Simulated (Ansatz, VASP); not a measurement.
Two plane-wave programs on Ca

Contents of INCAR:

```
SYSTEM = Ca
PREC = Accurate ; ENCUT = 520
EDIFF = 1E-7 ; ISMEAR = -1
SIGMA = 0.1 ; LREAL = .False.
LASPH = .True. ; NELM = 80
ALGO = Normal ; ISIF = 2
LWAVE = .False. ; LCHARG = .False.
GGA = RE ; NBANDS = 17
```

KPOINTS

```
regular mesh
0
Gamma
  7 7 7
  0 0 0
```

Contents of POSCAR:

```
Ca
1.0
    0.0000000000      4.4257957825      4.4257957825
    4.4257957825      0.0000000000      4.4257957825
    4.4257957825      4.4257957825      0.0000000000
Ca
2
Direct
    0.1250000000      0.1250000000      0.1250000000
    0.8750000000      0.8750000000      0.8750000000
```

Input for Ansatz:

```yaml
crystal:
  lattice:
    - [0.0, 4.4257957825, 4.4257957825]
    - [4.4257957825, 0.0, 4.4257957825]
    - [4.4257957825, 4.4257957825, 0.0]
  atoms:
    - { symbol: Ca, position: [0.125, 0.125, 0.125] }
    - { symbol: Ca, position: [0.875, 0.875, 0.875] }
hamiltonian:
  xc: revpbe
  pseudopotentials:
    kind: paw
    azcp:
      Ca: "pseudopotentials/Ca.paw.azcp"
basis:
  ecutwfc: 420
  fft_grid_basis: typed
kpoints:
  mp_grid: { grid: [7, 7, 7], shift: [0, 0, 0] }
magnetization:
  spin_polarized: false
scf:
  occupations: { method: fermi_dirac, width: 0.1 }
  lower_state_search: "off"
output:
  stress: true
```

Alike in both runs: task single point; functional revPBE; k mesh 7 × 7 × 7; occupations fermi-dirac, width 0.1 eV; no spin polarisation.

|  | VASP | Ansatz |
| --- | --- | --- |
| version | VASP 6.6.1 | Ansatz 0.2.0 |
| potentials or method | VASP PAW PBE potentials, release 64 (Ca_sv) | plane waves (420 eV) with PAW, scalar-relativistic |
| plane-wave cutoff (eV) | 520 | 420 |
| valence electrons in the cell | 20 | 20 |

```csv
,VASP,Ansatz,Ansatz less VASP
pressure (GPa),-0.1,-0.1,+0.01
```

Caveats: the PAW data sets were made with another functional, which shifts forces and pressure a little (VASP).
